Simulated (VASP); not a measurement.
The system is BAs.

```
B As
1.0
     0.00000    2.38850    2.38850
     2.38850    0.00000    2.38850
     2.38850    2.38850    0.00000
B As
1 1
Direct
  0.00000 0.00000 0.00000
  0.25000 0.25000 0.25000
```

The cell was built by a generator and isn't the measured one.

Base run:

| Property | Result |
| --- | --- |
| Program | VASP 6.6.1 |
| Functional | TB-mBJ |
| Potentials or basis | VASP PAW PBE potentials, release 64 (B, As) |
| Cutoff | 520 eV |
| k mesh | 12 × 12 × 12 |
| Occupations | gaussian, width 0.02 eV |
| Spin | no spin polarisation |

Its results: band gap on the k mesh 1.76 eV, indirect (least direct gap 3.79 eV).

The run is repeated on the same cell with these changes: functional from TB-mBJ to PBEsol. What comes out?

Band gap on the k mesh 1.08 eV, indirect (least direct gap 3.24 eV).
